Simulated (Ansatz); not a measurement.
Crystal: Ni.

```xyz
2
Lattice="2.4480 0.0000 0.0000 -1.2240 2.1201 0.0000 0.0000 0.0000 4.0728" Properties=species:S:1:pos:R:3 pbc="T T T"
Ni    1.2240    0.7067    3.0546
Ni    0.0000    1.4134    1.0182
```

This isn't the form of Ni at room conditions, which is fcc.

Alike in all runs: program Ansatz 0.2.0; functional PBE; potentials or basis Ansatz PAW; cutoff 420 eV (not typed: the program's choice for these potentials); k mesh 10 × 10 × 6; occupations fermi-dirac, width 0.05 eV.

Task: Only the start or the spin constraint differs. Which run ends lowest in energy?
A. collinear spin, ferromagnetic start of up to 0.75 μB; fixed moment 1.5
B. collinear spin, ferromagnetic start of up to 0.5 μB; fixed moment 1
C. collinear spin, ferromagnetic start of up to 0.25 μB; fixed moment 0.5
D. collinear spin, ferromagnetic start of up to 1.25 μB; fixed moment 2.5
E. collinear spin, ferromagnetic start of up to 1 μB; fixed moment 2
F. collinear spin, program default start; fixed moment 0

Result: A.

```tsv
start	free energy over the lowest (meV/atom)	net moment (μB)	site or absolute moments (μB)	gap
collinear spin, program default start; fixed moment 0	46.4	0.00	-	-
collinear spin, ferromagnetic start of up to 1.25 μB; fixed moment 2.5	264.7	2.50	Ni +1.22	-
collinear spin, ferromagnetic start of up to 1 μB; fixed moment 2	90.7	2.00	Ni +1.01	-
collinear spin, ferromagnetic start of up to 1.5 μB; fixed moment 3	582.3	3.00	Ni +1.42	-
collinear spin, ferromagnetic start of up to 0.5 μB; fixed moment 1	8.1	1.00	Ni +0.53	-
collinear spin, ferromagnetic start of up to 0.75 μB; fixed moment 1.5	0.0	1.50	Ni +0.78	-
collinear spin, ferromagnetic start of up to 0.25 μB; fixed moment 0.5	35.5	0.50	Ni +0.27	-
collinear spin, ferromagnetic start of up to 2 μB; fixed moment 4	1689.8	4.00	Ni +1.80	-
```

All polarised runs hold their moment fixed, so the table maps the energy against it. A still lower state may exist.

Caveats: the total moment is fixed, so each spin has its own Fermi level.
